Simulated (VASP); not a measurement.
Crystal: NbC.

```xyz
2
Lattice="0.0000 2.2540 2.2540 2.2540 0.0000 2.2540 2.2540 2.2540 0.0000" Properties=species:S:1:pos:R:3 pbc="T T T"
Nb    0.0000    0.0000    0.0000
C     2.2540    2.2540    2.2540
```

The cell is a database's computed one.

| Item | Value |
| --- | --- |
| Program | VASP 6.6.1 |
| Task | relaxation of cell and atoms |
| Functional | r2SCAN |
| Dispersion | rVV10 |
| Potentials or basis | VASP PAW PBE potentials, release 64 (Nb_sv, C) |
| Cutoff | 600 eV |
| k mesh | 16 × 16 × 16 |
| Occupations | gaussian, width 0.1 eV |
| Spin | no spin polarisation |

At the start: pressure -6.8 GPa; volume 11.45 Å³/atom.

Problem. How do energy, volume and symmetry change on relaxing?

Solution. Over 4 steps the energy falls by 5.5 meV/atom and the volume is 11.20 Å³/atom (-2.2 %); space group Fm-3m (No. 225, to 0.05 Å).

Step by step:
```
step  energy change (eV)  largest force (eV/Å)  pressure (GPa)  volume (Å³)
   1              0.0000                0.0000           -6.78        22.90
   2              0.0424                0.0000           16.87        21.34
   3             -0.0110                0.0000           -0.11        22.40
   4             -0.0110                0.0000            0.03        22.39
```

Final structure:
```
CELL_PARAMETERS angstrom
0.00000 2.23711 2.23711
2.23711 0.00000 2.23711
2.23711 2.23711 0.00000
ATOMIC_POSITIONS crystal
Nb 0.00000 0.00000 0.00000
C 0.50000 0.50000 0.50000
```

Caveat: the PAW data sets were made with another functional, which shifts forces and pressure a little.
